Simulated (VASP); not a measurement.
# Band edges against the vacuum: SiC(110), part 2 of 3

Where do the bulk band edges lie against the vacuum outside SiC(110)?

VASP 6.6.1; PBEsol; plane waves and PAW (Si, C).

So far, gap on the k-mesh (eV): step 3 (band edges of the bulk) 1.27.

### Step 4. Surface relaxation

System of this step: SiC(110). The cell holds 18 atoms: 9 Si and 9 C. Cell: a = 3.083 Å, b = 4.360 Å, c = 28.332 Å, α = 90.0°, β = 90.0°, γ = 90.0°. It derives from SiC. 9 layers, cut at this functional's lattice. Vacuum lies along c.

All atoms relax at the fixed cell.

INCAR

```
SYSTEM = SiC
PREC = Normal
ENCUT = 440
EDIFF = 1E-05
NELM = 120
ISMEAR = 0
SIGMA = 0.03
LREAL = Auto
ALGO = Fast
GGA = PS
NBANDS = 54
LORBIT = 11
LWAVE = .FALSE.
LCHARG = .FALSE.
KPAR = 4
LASPH = .TRUE.
IBRION = 2
NSW = 60
ISIF = 2
EDIFFG = -0.03
POTIM = 0.4
MAXMIX = 40
IDIPOL = 3
LDIPOL = .TRUE.
DIPOL = 0.5 0.5 0.5
```

POSCAR

```
SiC
1.0
    3.0829855660      0.0000000000      0.0000000000
    0.0000000000      4.3600000000      0.0000000000
    0.0000000000      0.0000000000     28.3319422639
Si C
9 9
Direct
    0.0000000000      0.0000000000      0.2823668000
    0.5000000000      0.5000000000      0.3367751000
    0.0000000000      0.0000000000      0.3911834000
    0.5000000000      0.5000000000      0.4455917000
    0.0000000000      0.0000000000      0.5000000000
    0.5000000000      0.5000000000      0.5544083000
    0.0000000000      0.0000000000      0.6088166000
    0.5000000000      0.5000000000      0.6632249000
    0.0000000000      0.0000000000      0.7176332000
    0.0000000000      0.7500000000      0.3367751000
    0.5000000000      0.2500000000      0.2823668000
    0.0000000000      0.7500000000      0.4455917000
    0.5000000000      0.2500000000      0.3911834000
    0.0000000000      0.7500000000      0.5544083000
    0.5000000000      0.2500000000      0.5000000000
    0.0000000000      0.7500000000      0.6632249000
    0.5000000000      0.2500000000      0.6088166000
    0.5000000000      0.2500000000      0.7176332000
```

KPOINTS

```
Automatic mesh
0
Gamma
8 6 1
0 0 0
```

The projector-augmented-wave data sets are Si and C (PBE family, release 64).

Launch:

```
mpirun -np 4 vasp_std
```

What it wrote:

```text
[banner, memory and clock lines left out]
running    4 mpi-ranks, on    1 nodes
 distrk:  each k-point on    1 cores,    4 groups
 distr:  one band on    1 cores,    1 groups

 POSCAR found type information on POSCAR SiC
 POSCAR found :  2 types and      18 ions
 [... a notice as in an earlier step ...]

 LDA part: xc-table for (Slater+PW92), standard interpolation
 POSCAR, INCAR and KPOINTS ok, starting setup
 FFT: planning ... GRIDC
 FFT: planning ... GRID_SOFT
 FFT: planning ... GRID
 WAVECAR not read
 entering main loop
       N       E                     dE             d eps       ncg     rms          rms(c)
DAV:   1     0.336215359699E+03    0.33622E+03   -0.27186E+04  2160   0.969E+02
DAV:   2    -0.106657696789E+03   -0.44287E+03   -0.42249E+03  2914   0.222E+02
DAV:   3    -0.152538191553E+03   -0.45880E+02   -0.45217E+02  2714   0.691E+01
DAV:   4    -0.154687634343E+03   -0.21494E+01   -0.21431E+01  3024   0.167E+01
DAV:   5    -0.154768558080E+03   -0.80924E-01   -0.80863E-01  3048   0.293E+00    0.260E+01
RMM:   6    -0.136872877421E+03    0.17896E+02   -0.42198E+01  2177   0.177E+01    0.115E+01
RMM:   7    -0.136940747553E+03   -0.67870E-01   -0.13786E+01  2184   0.113E+01    0.530E+00
RMM:   8    -0.136710981505E+03    0.22977E+00   -0.87903E-01  2196   0.378E+00    0.195E+00
RMM:   9    -0.136685673273E+03    0.25308E-01   -0.28202E-01  2261   0.189E+00    0.402E-01
RMM:  10    -0.136687148798E+03   -0.14755E-02   -0.61730E-02  2474   0.838E-01    0.259E-01
RMM:  11    -0.136689435320E+03   -0.22865E-02   -0.14220E-02  2376   0.405E-01    0.174E-01
RMM:  12    -0.136690223992E+03   -0.78867E-03   -0.25674E-03  2204   0.188E-01    0.465E-02
RMM:  13    -0.136690925401E+03   -0.70141E-03   -0.12405E-03  2392   0.112E-01    0.420E-02
RMM:  14    -0.136691731796E+03   -0.80640E-03   -0.79603E-04  2226   0.697E-02    0.339E-02
RMM:  15    -0.136691994889E+03   -0.26309E-03   -0.34281E-04  2331   0.473E-02    0.257E-02
RMM:  16    -0.136692142624E+03   -0.14774E-03   -0.10594E-04  2111   0.304E-02    0.652E-03
RMM:  17    -0.136692208333E+03   -0.65709E-04   -0.31226E-05  1567   0.168E-02    0.419E-03
RMM:  18    -0.136692282846E+03   -0.74513E-04   -0.23163E-05  1530   0.948E-03    0.427E-03
RMM:  19    -0.136692304770E+03   -0.21924E-04   -0.48263E-06  1239   0.484E-03    0.332E-03
RMM:  20    -0.136692364734E+03   -0.59963E-04   -0.36854E-06  1372   0.466E-03    0.126E-03
RMM:  21    -0.136692378164E+03   -0.13430E-04   -0.10729E-06   873   0.262E-03    0.953E-04
RMM:  22    -0.136692394803E+03   -0.16639E-04   -0.18837E-06   905   0.296E-03    0.410E-04
RMM:  23    -0.136692396840E+03   -0.20375E-05   -0.42171E-07   777   0.242E-03
   1 F= -.13669240E+03 E0= -.13669207E+03  d E =-.136692E+03
 curvature:   0.00 expect dE= 0.000E+00 dE for cont linesearch  0.000E+00
 trial: gam= 0.00000 g(F)=  0.131E+01 g(S)=  0.000E+00 ort = 0.000E+00 (trialstep = 0.100E+01)
 search vector abs. value=  0.131E+01
 bond charge predicted
       N       E                     dE             d eps       ncg     rms          rms(c)
DAV:   1    -0.137618563898E+03   -0.92617E+00   -0.38632E+01  2336   0.239E+01    0.240E+00
RMM:   2    -0.137712563737E+03   -0.94000E-01   -0.11392E+00  2195   0.407E+00    0.261E+00
RMM:   3    -0.137595180030E+03    0.11738E+00   -0.43353E-01  2209   0.217E+00    0.435E-01
RMM:   4    -0.137600885396E+03   -0.57054E-02   -0.95479E-02  2323   0.109E+00    0.259E-01
RMM:   5    -0.137599978059E+03    0.90734E-03   -0.12281E-02  2230   0.437E-01    0.162E-01
RMM:   6    -0.137599880235E+03    0.97824E-04   -0.35922E-03  2490   0.212E-01    0.474E-02
RMM:   7    -0.137600417909E+03   -0.53767E-03   -0.10036E-03  2341   0.102E-01    0.519E-02
RMM:   8    -0.137600376011E+03    0.41897E-04   -0.24279E-04  2183   0.493E-02    0.148E-02
RMM:   9    -0.137600415248E+03   -0.39237E-04   -0.12184E-04  2169   0.353E-02    0.709E-03
RMM:  10    -0.137600415943E+03   -0.69486E-06   -0.15000E-05  1464   0.155E-02
   2 F= -.13760042E+03 E0= -.13760042E+03  d E =-.908019E+00
[... from here on, the cycles between the ionic steps are left out ...]
   3 F= -.13768714E+03 E0= -.13768714E+03  d E =-.994746E+00
   4 F= -.13793097E+03 E0= -.13793097E+03  d E =-.243832E+00
   5 F= -.13793738E+03 E0= -.13793738E+03  d E =-.250240E+00
   6 F= -.13796897E+03 E0= -.13796897E+03  d E =-.315840E-01
   7 F= -.13796965E+03 E0= -.13796965E+03  d E =-.322652E-01
   8 F= -.13797811E+03 E0= -.13797811E+03  d E =-.846698E-02
   9 F= -.13797825E+03 E0= -.13797825E+03  d E =-.860258E-02
  10 F= -.13798277E+03 E0= -.13798277E+03  d E =-.451507E-02
  11 F= -.13798336E+03 E0= -.13798336E+03  d E =-.511234E-02
  12 F= -.13798684E+03 E0= -.13798684E+03  d E =-.348060E-02
  13 F= -.13798802E+03 E0= -.13798802E+03  d E =-.465688E-02
  14 F= -.13799029E+03 E0= -.13799029E+03  d E =-.227389E-02
  15 F= -.13799029E+03 E0= -.13799029E+03  d E =-.226954E-02
  16 F= -.13799081E+03 E0= -.13799081E+03  d E =-.516482E-03
  17 F= -.13799089E+03 E0= -.13799089E+03  d E =-.597339E-03
  18 F= -.13799090E+03 E0= -.13799090E+03  d E =-.606346E-03
  19 F= -.13799125E+03 E0= -.13799125E+03  d E =-.352641E-03
  20 F= -.13799126E+03 E0= -.13799126E+03  d E =-.369261E-03
 curvature:  -1.27 expect dE=-0.427E-03 dE for cont linesearch -0.259E-08
 trial: gam= 0.71718 g(F)=  0.336E-03 g(S)=  0.000E+00 ort = 0.115E-05 (trialstep = 0.138E+01)
 search vector abs. value=  0.669E-03
 bond charge predicted
       N       E                     dE             d eps       ncg     rms          rms(c)
DAV:   1    -0.137991515570E+03   -0.25434E-03   -0.50191E-02  2370   0.959E-01    0.629E-02
RMM:   2    -0.137991577236E+03   -0.61666E-04   -0.93251E-04  2195   0.121E-01    0.442E-02
RMM:   3    -0.137991541424E+03    0.35813E-04   -0.23200E-04  2269   0.545E-02    0.256E-02
RMM:   4    -0.137991547360E+03   -0.59367E-05   -0.43336E-05  1805   0.246E-02
  21 F= -.13799155E+03 E0= -.13799155E+03  d E =-.282928E-03
 trial-energy change:   -0.000283  1 .order   -0.000286   -0.000465   -0.000108
 step:   1.7953(harm=  1.7953)  dis= 0.00323  next Energy=  -137.991567 (dE=-0.303E-03)
 reached required accuracy - stopping structural energy minimisation
```

It took 4.3 min on 4 MPI ranks of AMD EPYC 9R45, shared host; peak memory 1.4 GiB.

OUTCAR, selected parts (step 4):

```text
  LATTYP: Found a simple orthorhombic cell.
 ALAT       =     3.0829855660
 B/A-ratio  =     1.4142135624
 C/A-ratio  =     9.1897745407

 Subroutine GETGRP returns: Found  4 space group operations
 (whereof  4 operations were pure point group operations)

The static configuration has the point symmetry C_2v.

 Found     20 irreducible k-points:

   k-points           NKPTS =     20   k-points in BZ     NKDIM =     20   number of bands    NBANDS=     54

   dimension x,y,z NGX =    16 NGY =   24 NGZ =  150
   dimension x,y,z NGXF=    32 NGYF=   48 NGZF=  300

   ENCUT  =  440.0 eV  32.34 Ry    5.69 a.u.   5.27  7.46 48.46*2*pi/ulx,y,z

   NELECT =      72.0000    total number of electrons

 dipolmoment           0.000000      0.000000     -0.000000 electrons x Angstroem

 E-fermi :   1.4573

 k-point     1 :       0.0000    0.0000    0.0000
  band No.  band energies     occupation
    ...
     32       0.3759      2.00000
     33       0.6528      2.00000
     34       0.7716      2.00000
     35       0.9153      2.00000
     36       0.9828      2.00000
     37       2.4749      0.00000
     38       3.1204      0.00000
     39       3.9508      0.00000
     40       4.2636      0.00000
     41       4.3864      0.00000
    ...

 k-point     2 :       0.1250    0.0000    0.0000
  band No.  band energies     occupation
    ...
     32      -0.1486      2.00000
     33      -0.0710      2.00000
     34       0.0644      2.00000
     35       0.7784      2.00000
     36       0.8436      2.00000
     37       3.2985      0.00000
     38       3.9706      0.00000
     39       4.3357      0.00000
     40       4.5916      0.00000
     41       4.9375      0.00000
    ...

  Total        0.8212634      0.7309184     -0.9761965      0.0000000      0.0000000      0.0000000
  in kB        3.4550848      3.0750001     -4.1068941      0.0000000      0.0000000      0.0000000
  external PRESSURE =       0.8077303 kB  Pullay stress =       0.0000000 kB

  energy-cutoff  :      440.00
  volume of cell :      380.83
      direct lattice vectors                 reciprocal lattice vectors
     3.082985566  0.000000000  0.000000000     0.324360909  0.000000000  0.000000000
     0.000000000  4.360000000  0.000000000     0.000000000  0.229357798  0.000000000
     0.000000000  0.000000000 28.331942264     0.000000000  0.000000000  0.035295851

 POSITION                                       TOTAL-FORCE (eV/Angst)
 -----------------------------------------------------------------------------------
      0.00000      0.19524      8.24533         0.000000      0.003163      0.003462
      1.54149      2.15861      9.48169         0.000000     -0.011215     -0.005099
      0.00000      4.34933     11.09226        -0.000000     -0.003241     -0.007858
      1.54149      2.15640     12.61931         0.000000     -0.002037     -0.002691
      0.00000      4.34165     14.16597        -0.000000      0.012554      0.000000
      1.54149      2.15640     15.71263         0.000000     -0.002037      0.002691
      0.00000      4.34933     17.23968        -0.000000     -0.003241      0.007858
      1.54149      2.15861     18.85025         0.000000     -0.011215      0.005099
      0.00000      0.19524     20.08661        -0.000000      0.003163     -0.003462
      0.00000      3.22424      9.52317        -0.000000     -0.017811      0.020748
      1.54149      1.04683      7.99573        -0.000000      0.005017      0.026618
      0.00000      3.24700     12.62267        -0.000000      0.002385      0.019813
      1.54149      1.08112     11.07341        -0.000000      0.011902      0.006420
      0.00000      3.24700     15.70927        -0.000000      0.002385     -0.019813
      1.54149      1.07083     14.16597        -0.000000      0.011121      0.000000
      0.00000      3.22424     18.80877        -0.000000     -0.017811     -0.020748
      1.54149      1.08112     17.25854        -0.000000      0.011902     -0.006420
      1.54149      1.04683     20.33621        -0.000000      0.005017     -0.026618
 -----------------------------------------------------------------------------------
    total drift:                               -0.000000     -0.002430     -0.000005

  FREE ENERGIE OF THE ION-ELECTRON SYSTEM (eV)
  ---------------------------------------------------
  free  energy   TOTEN  =      -137.9915473604 eV

  energy  without entropy=     -137.9915472803  energy(sigma->0) =     -137.99154732

 vacuum level on the upper side and lower side of the slab         6.882         6.882

 total charge
# of ion       s       p       d       tot
------------------------------------------
    1        0.754   0.945   0.000   1.699
    2        0.704   0.961   0.000   1.664
    3        0.709   0.961   0.000   1.669
    4        0.709   0.973   0.000   1.682
    5        0.708   0.969   0.000   1.677
    6        0.709   0.973   0.000   1.682
    7        0.709   0.961   0.000   1.669
    8        0.704   0.961   0.000   1.664
    9        0.754   0.945   0.000   1.699
   10        0.844   1.692   0.000   2.536
   11        0.859   1.643   0.000   2.502
   12        0.835   1.695   0.000   2.530
   13        0.836   1.687   0.000   2.523
   14        0.835   1.695   0.000   2.530
   15        0.835   1.698   0.000   2.533
   16        0.844   1.692   0.000   2.536
   17        0.836   1.687   0.000   2.523
   18        0.859   1.643   0.000   2.502
--------------------------------------------------
tot         14.040  23.780   0.000  37.821

[... 1 part as in an earlier step ...]

[... 7 further parts left out ...]
```

CONTCAR:

```
SiC
   1.00000000000000
     3.0829855660000001    0.0000000000000000    0.0000000000000000
     0.0000000000000000    4.3600000000000003    0.0000000000000000
     0.0000000000000000    0.0000000000000000   28.3319422639000003
  Si              C
     9     9
Direct
     0.0000000000000000    0.0447809456622565    0.2910260475670436
     0.5000000000000000    0.4950929129481604    0.3346644485723905
     0.0000000000000000    0.9975525794897842    0.3915107595360403
     0.5000000000000000    0.4945867098146045    0.4454094462792821
     0.0000000000000000    0.9957909391945355    0.5000000000000000
     0.5000000000000000    0.4945867098146045    0.5545905537207176
     0.0000000000000000    0.9975525794897842    0.6084892404639599
     0.5000000000000000    0.4950929129481604    0.6653355514276095
     0.0000000000000000    0.0447809456622565    0.7089739524329562
     0.0000000000000000    0.7395039432760799    0.3361285606359904
     0.5000000000000000    0.2400996103348654    0.2822161496302220
     0.0000000000000000    0.7447236905830640    0.4455278934676899
     0.5000000000000000    0.2479623192712038    0.3908453095536615
     0.0000000000000000    0.7447236905830640    0.5544721065323102
     0.5000000000000000    0.2456036380454275    0.5000000000000000
     0.0000000000000000    0.7395039432760799    0.6638714393640096
     0.5000000000000000    0.2479623192712038    0.6091546904463385
     0.5000000000000000    0.2400996103348654    0.7177838503697781
```

The run keeps the 4 symmetry operations of its start, so it cannot find a distortion of lower symmetry.

Step by step:

| step | energy less that of the first step (eV) | largest force (eV/Å) |
| --- | --- | --- |
| 1 | 0.0000 | 3.3447 |
| 2 | -0.9080 | 1.7876 |
| 3 | -0.9947 | 1.6520 |
| 4 | -1.2386 | 0.4466 |
| 5 | -1.2450 | 0.5828 |
| 6 | -1.2766 | 0.2852 |
| 7 | -1.2773 | 0.2532 |
| 8 | -1.2857 | 0.1552 |
| 9 | -1.2859 | 0.1661 |
| 10 | -1.2904 | 0.1029 |
| 11 | -1.2910 | 0.1175 |
| 12 | -1.2944 | 0.1078 |
| 13 | -1.2956 | 0.1059 |
| 14 | -1.2979 | 0.0675 |
| 15 | -1.2979 | 0.0694 |
| 16 | -1.2984 | 0.0433 |
| 17 | -1.2985 | 0.0347 |
| 18 | -1.2985 | 0.0343 |
| 19 | -1.2989 | 0.0462 |
| 20 | -1.2989 | 0.0540 |
| 21 | -1.2991 | 0.0273 |

The atoms that moved most (Å):

| atom | dx | dy | dz | length |
| --- | --- | --- | --- | --- |
| Si9 | 0.000 | 0.195 | -0.245 | 0.314 |
| Si1 | 0.000 | 0.195 | 0.245 | 0.314 |
| Si2 | 0.000 | -0.021 | -0.060 | 0.064 |
| Si8 | 0.000 | -0.021 | 0.060 | 0.064 |
| C10 | 0.000 | -0.046 | -0.018 | 0.049 |
| C16 | 0.000 | -0.046 | 0.018 | 0.049 |
| C18 | 0.000 | -0.043 | 0.004 | 0.043 |
| C11 | 0.000 | -0.043 | -0.004 | 0.043 |

Final coordinates:

```
Si C
1.0
     3.08299    0.00000    0.00000
     0.00000    4.36000    0.00000
     0.00000    0.00000   28.33194
Si C
9 9
Cartesian
  0.0000 0.1952 8.2453
  1.5415 2.1586 9.4817
  0.0000 -0.0107 11.0923
  1.5415 2.1564 12.6193
  0.0000 -0.0184 14.1660
  1.5415 2.1564 15.7126
  0.0000 -0.0107 17.2397
  1.5415 2.1586 18.8502
  0.0000 0.1952 20.0866
  0.0000 3.2242 9.5232
  1.5415 1.0468 7.9957
  0.0000 3.2470 12.6227
  1.5415 1.0811 11.0734
  0.0000 3.2470 15.7093
  1.5415 1.0708 14.1660
  0.0000 3.2242 18.8088
  1.5415 1.0811 17.2585
  1.5415 1.0468 20.3362
```

This step gave:

| Property | Result |
| --- | --- |
| electronic cycles | 143 |
| electrons | 72 |
| free energy (TOTEN) | -137.9915 eV |
| Fermi energy | 1.457 eV |
| dipole moment | 0, 0, 0 e·Å |
| gap on the k-mesh | 0.1809 eV |
| least direct gap on the k-mesh | 0.4772 eV |

The run ended after 21 ionic steps, 1.299 eV below its first step, once the forces on the free atoms met EDIFFG = -0.03.

(Part 2 of 3 ends here.)

[Lines on the potential files, build, host, timing and source positions are cut from VASP's logs without a mark.]

[Logs are printed without paths, hosts, clocks, repeated set-up lines and the standing remarks that a program may print on its own settings, such as how far it seeks lower states.]

[Hosts, paths, dates, database ids (printed as entryN), source tags and the programs' standing remarks are cut or masked in the printed files.]

[Runs that stopped without an error message from VASP are left out.]
